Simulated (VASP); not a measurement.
# Sb (Pm-3m) in VASP: notebook

Aim: see how the results for Sb move with the level of theory and the settings. Levels: r2SCAN, PBE, BLYP, r2SCANh+D4. Tasks: single point.

Program: VASP 6.6.1. These are calculated values, not measurements. Logs are shortened: lines on timing, memory, paths and dates and some standing lists are left out, and cuts for length are marked.

### 1 The crystal as given

It takes space group Pm-3m (No. 221, cubic). Conventional cell: a = 3.160 Å, b = 3.160 Å, c = 3.160 Å, α = 90.00°, β = 90.00°, γ = 90.00°. Sb (site symmetry m-3m) is surrounded by 6 Sb at 3.16 Å.

This isn't the form of Sb at room conditions, which is rhombohedral.

### 2 Single point, r2SCAN (cell strained at random at fixed volume)

POSCAR

```
Sb
1.0
    3.1021940000      0.0172310000      0.0400300000
    0.0172310000      3.1806340000     -0.0109700000
    0.0400300000     -0.0109700000      3.1986530000
Sb
1
Direct
    0.0106420000     -0.0006990000     -0.0164340000
```

INCAR.step1

```
PREC = Accurate
ENCUT = 520
ISMEAR = -1
SIGMA = 0.01
LREAL = False
LASPH = True
NELM = 100
NBANDS = 8
GGA = PE
ALGO = Normal
EDIFF = 1E-4
LWAVE = True
LCHARG = False
```

INCAR.step2

```
PREC = Accurate
ENCUT = 520
EDIFF = 1E-6
ISMEAR = -1
SIGMA = 0.01
LREAL = False
LASPH = True
NELM = 100
ALGO = Normal
ISIF = 2
LWAVE = False
LCHARG = True
METAGGA = R2SCAN
LMIXTAU = True
LELF = True
LVHAR = True
NBANDS = 8
ISTART = 1
```

KPOINTS

```
Automatic mesh
0
Gamma
  7 6 6
```

Potentials or basis: VASP PAW PBE potentials, release 64 (Sb).

Started as:

```bash
> cat potpaw_PBE.64/Sb/POTCAR > POTCAR
> cp INCAR.step1 INCAR
> mpirun -np 1 vasp_std > vasp.out
> cp INCAR.step2 INCAR
> mpirun -np 1 vasp_std > vasp.out
```

OUTCAR:

```text
PREC = Accurate
   ENCUT = 520
   EDIFF = 1E-6
   ISMEAR = -1
   LREAL = False
   LASPH = True
   NELM = 100
   ISIF = 2
   METAGGA = R2SCAN
   ISTART = 1

 ion  position               nearest neighbor table
   1  0.011  0.999  0.984-

  LATTYP: Found a triclinic cell.
 ALAT       =     5.5138434702
 B/A-ratio  =     1.3023494507
 C/A-ratio  =     0.5768570705
 COS(alpha) =     0.0013468108
 COS(beta)  =     0.5746601539
 COS(gamma) =     0.7798676273

  Lattice vectors:

 A1 = (   3.1249930000,  -3.1743730000,   3.2496530000)
 A2 = (   3.1822540000,  -0.0047090000,   6.4373360000)
 A3 = (  -0.0172310000,  -3.1806340000,   0.0109700000)

Analysis of symmetry for initial positions (statically):
=====================================================================
 Subroutine PRICEL returns:
 Original cell was already a primitive cell.

 Routine SETGRP: Setting up the symmetry group for a
 triclinic supercell.

 Subroutine GETGRP returns: Found  2 space group operations
 (whereof  1 operations were pure point group operations)
 out of a pool of  2 trial point group operations.

The static configuration has the point symmetry C_1 .
 The point group associated with its full space group is S_2 .

Analysis of symmetry for dynamics (positions and initial velocities):
=====================================================================
 Subroutine PRICEL returns:
 Original cell was already a primitive cell.

 Routine SETGRP: Setting up the symmetry group for a
 triclinic supercell.

 Subroutine GETGRP returns: Found  2 space group operations
 (whereof  1 operations were pure point group operations)
 out of a pool of  2 trial point group operations.

The dynamic configuration has the point symmetry C_1 .
 The point group associated with its full space group is S_2 .

 Subroutine INISYM returns: Found  2 space group operations
 (whereof  1 operations are pure point group operations),
 and found     1 'primitive' translations

----------------------------------------------------------------------------------------

                                     Primitive cell

  volume of cell :      31.5545

  direct lattice vectors                    reciprocal lattice vectors
     3.102194000  0.017231000  0.040030000     0.322414425 -0.001760609 -0.004040940
     0.017231000  3.180634000 -0.010970000    -0.001760609  0.314416059  0.001100345
     0.040030000 -0.010970000  3.198653000    -0.004040940  0.001100345  0.312685943

  length of vectors
     3.102500108  3.180699591  3.198922280     0.322444554  0.314422914  0.312713989

  position of ions in fractional coordinates (direct lattice)
     0.010642000  0.999301000  0.983566000

  ion indices of the primitive-cell ions
   primitive index   ion index
                 1           1

----------------------------------------------------------------------------------------

 KPOINTS: Automatic mesh

Automatic generation of k-mesh.
 Grid dimensions read from file:
 generate k-points for:    7    6    6

 Generating k-lattice:

  Cartesian coordinates                     Fractional coordinates (reciprocal lattice)
     0.046059204 -0.000251516 -0.000577277     0.142857143  0.000000000  0.000000000
    -0.000293435  0.052402677  0.000183391     0.000000000  0.166666667 -0.000000000
    -0.000673490  0.000183391  0.052114324     0.000000000 -0.000000000  0.166666667

  Length of vectors
     0.046063508  0.052403819  0.052118998

  Shift w.r.t. Gamma in fractional coordinates (k-lattice)
     0.000000000  0.000000000  0.000000000

 Subroutine IBZKPT returns following result:
 ===========================================

 Found    128 irreducible k-points:

 Following reciprocal coordinates:
            Coordinates               Weight
  0.000000  0.000000  0.000000      1.000000
  0.142857  0.000000  0.000000      2.000000
  0.285714  0.000000  0.000000      2.000000
  0.428571 -0.000000 -0.000000      2.000000
  0.000000  0.166667 -0.000000      2.000000
  0.142857  0.166667 -0.000000      2.000000
[... 16 lines left out ...]
 -0.000000  0.000000  0.166667      2.000000
  0.142857 -0.000000  0.166667      2.000000
 [... further k-points ...]
   k-points           NKPTS =    128   k-points in BZ     NKDIM =    128   number of bands    NBANDS=      8
   number of dos      NEDOS =    301   number of ions     NIONS =      1
   total plane-waves  NPLWV =  13824
   dimension x,y,z NGX =    24 NGY =   24 NGZ =   24
   dimension x,y,z NGXF=    48 NGYF=   48 NGZF=   48
   ions per type =               1
   NGX,Y,Z   is equivalent  to a cutoff of  12.86, 12.54, 12.47 a.u.
   NGXF,Y,Z  is equivalent  to a cutoff of  25.72, 25.09, 24.95 a.u.
 SYSTEM =  unknown system
   PREC   = accura    normal or accurate (medium, high low for compatibility)
   ISTART =      1    job   : 0-new  1-cont  2-samecut
   ICHARG =      0    charge: 1-file 2-atom 10-const
   ISPIN  =      1    spin polarized calculation?
   LNONCOLLINEAR =      F non collinear calculations
   LSORBIT =      F    spin-orbit coupling
   LASPH  =      T    aspherical Exc in radial PAW
   ENCUT  =  520.0 eV  38.22 Ry    6.18 a.u.   5.77  5.91  5.95*2*pi/ulx,y,z
   NELM   =    100;   NELMIN=  2; NELMDL=  0     # of ELM steps
   EDIFF  = 0.1E-05   stopping-criterion for ELM
   LREAL  =      F    real-space projection
   EDIFFG = 0.1E-04   stopping-criterion for IOM
   NSW    =      0    number of steps for IOM
   IBRION =     -1    ionic relax: 0-MD 1-quasi-New 2-CG
   NFREE  =      0    steps in history (QN), initial steepest desc. (CG)
   ISIF   =      2    stress and relaxation
   ISYM   =      2    0-nonsym 1-usesym 2-fastsym
   POTIM  = 0.5000    time-step for ionic-motion
   TEBEG  =    0.0;   TEEND  =   0.0 temperature during run
   PSTRESS=    0.0 pullay stress
   NELECT =       5.0000    total number of electrons
   NUPDOWN=      -1.0000    fix difference up-down
   EMIN   =  10.00;   EMAX   =-10.00  energy-range for DOS
   EFERMI =   0.00;   METHOD = LEGACY
   ISMEAR =    -1;   SIGMA  =   0.01  broadening in eV -4-tet -1-fermi 0-gaus
   EFERMI_NEDOS =   21; number of points for ismear=-14 and -15
   IALGO  =     38    algorithm
   IMIX   =      4    mixing-type and parameters
     AMIX     =   0.40;   BMIX     =  1.00
     AMIX_MAG =   1.60;   BMIX_MAG =  1.00
  volume/ion in A,a.u.               =      31.55       212.94
  Fermi-wavevector in a.u.,A,eV,Ry     =   0.885886  1.674081 10.677767  0.784794
  Thomas-Fermi vector in A             =   2.006979
   LORBIT       =      0    0 simple, 1 ext, 2 COOP (PROOUT), +10 PAW based schemes
   METAGGA = R2SCAN    functional components
   LHFCALC =     F    Hartree Fock is set to
   AEXX    =    0.0000 exact exchange contribution
   IVDW    =     0    specifies the selected vdW correction
   LEPSILON=     F    determine dielectric tensor
   LRPA    =     F    only Hartree local field effects (RPA)
 non-spin polarized calculation
  energy-cutoff  :      520.00
  volume of cell :       31.55
 maximum number of plane-waves:       866
   NGX = 11   NGY = 11   NGZ = 11

 number of electron       5.0000001 magnetization

 Free energy of the ion-electron system (eV)
  ---------------------------------------------------
  ext. energy  EPLUGINS =         0.00000000
  ---------------------------------------------------
  free energy    TOTEN  =       -25.63190612 eV

  energy without entropy =      -25.63164740  energy(sigma->0) =      -25.63177676

 E-fermi :   6.4893     XC(G=0):  -9.8538

 val. band max:        6.4730808279   @ k =   0.0000   0.1667   0.1667
 cond. band min:       6.4978776877   @ k =  -0.0000  -0.1667   0.1667
 fundamental gap:      0.0247968598
 Fermi energy:         6.4893375387

 k-point     1 :       0.0000    0.0000    0.0000
  band No.  band energies     occupation
      1      -6.1751      2.00000
      2       9.3135      0.00000
      3       9.4732      0.00000
      4      10.2059      0.00000
      5      13.3837      0.00000
      6      13.6578      0.00000
      7      15.2508      0.00000
      8      24.2308      0.00000

 k-point     2 :       0.1429    0.0000    0.0000
  band No.  band energies     occupation
      1      -5.8630      2.00000
      2       7.4107      0.00000
      3       9.6205      0.00000
      4       9.7771      0.00000
      5      13.6388      0.00000
      6      14.4646      0.00000
      7      17.8686      0.00000
      8      22.4272      0.00000

 k-point     3 :       0.2857    0.0000    0.0000
  band No.  band energies     occupation
      1      -4.9713      2.00000
      2       3.8506      2.00000
      3      10.4171      0.00000
      4      10.5835      0.00000
      5      14.3648      0.00000
      6      15.3618      0.00000
      7      19.8236      0.00000
      8      20.0721      0.00000

 k-point     4 :       0.4286   -0.0000   -0.0000
  band No.  band energies     occupation
      1      -3.8242      2.00000
      2       1.2818      2.00000
      3      11.2735      0.00000
      4      11.4508      0.00000
      5      15.3204      0.00000
      6      16.7317      0.00000
      7      18.0756      0.00000
      8      18.2922      0.00000

 k-point     5 :       0.0000    0.1667   -0.0000
  band No.  band energies     occupation
      1      -5.7879      2.00000
      2       6.3303      2.00000
      3       9.6834      0.00000
      4      10.5749      0.00000
      5      13.8262      0.00000
      6      15.0714      0.00000
      7      17.7479      0.00000
      8      21.8141      0.00000
[... 177 lines left out ...]
 k-point    22 :       0.4286    0.5000    0.0000
  band No.  band energies     occupation
      1      -1.3997      2.00000
      2       2.8547      2.00000
      3       3.1996      2.00000
      4       9.4062      0.00000
      5      13.1830      0.00000
      6      18.7122      0.00000
      7      19.6615      0.00000
      8      19.9114      0.00000

 k-point    23 :      -0.0000    0.0000    0.1667
  band No.  band energies     occupation
      1      -5.7960      2.00000
      2       6.2403      2.00000
      3       9.8286      0.00000
      4      10.5581      0.00000
      5      13.9040      0.00000
      6      15.1105      0.00000
      7      17.5752      0.00000
      8      21.8794      0.00000

 k-point    24 :       0.1429   -0.0000    0.1667
  band No.  band energies     occupation
      1      -5.4973      2.00000
      2       6.5817      0.00019
      3       7.9079      0.00000
      4      10.1232      0.00000
      5      14.3998      0.00000
      6      17.2699      0.00000
      7      17.8170      0.00000
      8      19.6716      0.00000

 [... further k-points ...]

------------------------ aborting loop because EDIFF is reached ----------------------------------------

  FORCE on cell =-STRESS in cart. coord.  units (eV):
  Direction    XX          YY          ZZ          XY          YZ          ZX
  --------------------------------------------------------------------------------------
  -------------------------------------------------------------------------------------
  Total        0.4017680     -1.2081561     -1.0815968     -0.0544754      0.0161124     -0.0901602
  in kB       20.3997409    -61.3440471    -54.9180037     -2.7659852      0.8181057     -4.5778775
  external PRESSURE =     -31.9541033 kB  Pullay stress =       0.0000000 kB

 VOLUME and BASIS-vectors are now :
 -----------------------------------------------------------------------------
  energy-cutoff  :      520.00
  volume of cell :       31.55
      direct lattice vectors                 reciprocal lattice vectors
     3.102194000  0.017231000  0.040030000     0.322414425 -0.001760609 -0.004040940
     0.017231000  3.180634000 -0.010970000    -0.001760609  0.314416059  0.001100345
     0.040030000 -0.010970000  3.198653000    -0.004040940  0.001100345  0.312685943

 POSITION                                       TOTAL-FORCE (eV/Angst)
 -----------------------------------------------------------------------------------
      0.08960      3.16780      3.13555        -0.000000     -0.000000      0.000000
 -----------------------------------------------------------------------------------
    total drift:                               -0.000000     -0.000000      0.000001

  FREE ENERGIE OF THE ION-ELECTRON SYSTEM (eV)
  ---------------------------------------------------
  free  energy   TOTEN  =       -25.6319061167 eV

  energy  without entropy=      -25.6316473975  energy(sigma->0) =      -25.63177676
```

Run time: 46 s. Hardware: 1 thread of AMD EPYC 9R45 (Zen 5), shared host; peak memory 0.13 GiB.

What came out:

* Free energy: -25.6319 eV
* Pressure: -3.2 GPa
* Band gap on the k mesh: none (metal or under the smearing width)

Caveat: the PAW data sets were made with another functional, which shifts forces and pressure a little. Spin-orbit coupling is left out, which matters for the levels of Sb.

### 3 Single point, PBE

INCAR

```
ALGO = Normal ; EDIFF = 1E-6
ENCUT = 520 ; GGA = PE
ISIF = 2 ; ISMEAR = -1
LASPH = True ; LCHARG = False
LREAL = False ; LWAVE = False
NBANDS = 8 ; NELM = 100
PREC = Accurate ; SIGMA = 0.02
```

KPOINTS

```
k-points
0
Gamma
  6 6 6
```

POSCAR

```
Sb
1.0
    3.1600000000      0.0000000000      0.0000000000
    0.0000000000      3.1600000000      0.0000000000
    0.0000000000      0.0000000000      3.1600000000
Sb
1
Direct
    0.0000000000      0.0000000000      0.0000000000
```

Potentials or basis: VASP PAW PBE potentials, release 64 (Sb).

Started as:

```bash
> cat potpaw_PBE.64/Sb/POTCAR > POTCAR
> mpirun -np 1 vasp_std > vasp.out
```

Wall time 3.3 s (1 thread of Intel Xeon Platinum 8488C (Sapphire Rapids), shared host); peak memory 0.13 GiB.

It converged, with:

```
Free energy            : -4.1143 eV
Pressure               : -1.3 GPa
Band gap on the k mesh : none (metal or under the smearing width)
```

Levels at points of the mesh, in eV from the Fermi level:
```
           k point  band 1  band 2  band 3  band 4  band 5  band 6  band 7
(0.00, 0.00, 0.00)  -12.18    2.91    2.91    2.91    6.65    6.65    7.71
(0.50, 0.00, 0.00)   -9.96   -5.42    4.74    4.74    8.64   10.23   10.89
(0.50, 0.50, 0.00)   -7.62   -3.51   -3.51    2.16    6.58   12.19   12.87
(0.50, 0.50, 0.50)   -5.05   -1.72   -1.72   -1.72    4.69    4.69    4.69
```

The run has no spin-orbit coupling, so splittings on Sb are missing.

(Continued in part 2 of 2.)
